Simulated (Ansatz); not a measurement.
Ge3N4: a ladder of calculations

Cell of run 1: a computed structure from the Materials Project (it need not be an observed phase).

Space group P6_3/m (No. 176); a = 8.0509, c = 3.0835 Å, γ = 120.00°.

| site | Wyckoff | site symmetry | x | y | z |
| --- | --- | --- | --- | --- | --- |
| Ge | 6h | m.. | 0.8291 | 0.2355 | 0.7500 |
| N7 | 2c | -6.. | 0.6667 | 0.3333 | 0.7500 |
| N9 | 6h | m.. | 0.6696 | 0.9727 | 0.7500 |

One atom of each set is listed.

Relaxed positions (PBE, cell held):

Ge (0.8314, 0.2379, 0.7500)
N7 (0.6667, 0.3333, 0.7500)
N9 (0.6702, 0.9751, 0.7500)

All runs are DFT with Ansatz 0.2.0 (plane waves and PAW, scalar-relativistic unless spin–orbit coupling is named, Γ-centred meshes, Fermi–Dirac smearing where given) in this cell.

Run 1: PBE, atoms as given; 420 eV, 4×4×9 k-points, smearing 0.02 eV.
Run 2: PBE, atoms relaxed; 420 eV, 4×4×9 k-points, smearing 0.02 eV.
Run 3: r2SCAN, at the relaxed atoms; 500 eV, 4×4×9 k-points, smearing 0.02 eV.

(1) What does each run give, and what moves the gradients most?

Answers

(1) 

```tsv
run	Ge V_zz (η)	N7 V_zz (η)	N9 V_zz (η)
1	2.55 (0.51)	-8.01 (0.00)	-8.08 (0.06)
2	2.66 (0.45)	-7.98 (0.00)	-8.06 (0.07)
3	2.77 (0.41)	-8.04 (0.00)	-8.09 (0.08)
```

V_zz in 10²¹ V/m². Against run 1, the gradient tensors on these sites move by at most 0.34 in run 2 (Ge), 0.49 in run 3 (Ge). Taken one at a time, the positions of the atoms (as given or relaxed) move the tensors on these sites by up to 0.34 (largest principal value of the change, on Ge), the functional (r2SCAN with its higher cutoff) by 0.16 (Ge).

The cell isn't the equilibrium one in runs 1, 2 (calculated pressure 6, 5 GPa), and the entry's cell may itself be off.
